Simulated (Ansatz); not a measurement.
The system is C.

```
C
1.0
     0.00000    1.78337    1.78337
     1.78337    0.00000    1.78337
     1.78337    1.78337    0.00000
C
2
Cartesian
  2.6751 2.6751 2.6751
  1.7834 1.7834 1.7834
```

This isn't the form of C at room conditions, which is graphite.

Base run:

| Quantity | Value |
| --- | --- |
| Program | Ansatz 0.2.0 |
| Functional | HSE06 |
| Potentials or basis | all-electron PAW datasets made for the crystal |
| Cutoff | 600 eV (chosen from the basis error) |
| k mesh | 10 × 10 × 10 |
| Occupations | fermi-dirac, width 0.05 eV |
| Spin | no spin polarisation |

Its results: band gap on the k mesh 5.32 eV, indirect (least direct gap 6.98 eV); pressure -8.1 GPa.

Problem. The run is repeated on the same cell with these changes: functional from HSE06 to PBE0. What comes out?

Solution. Band gap on the k mesh 6.07 eV, indirect (least direct gap 7.70 eV); pressure -8.3 GPa.

A k mesh can miss the band edges.
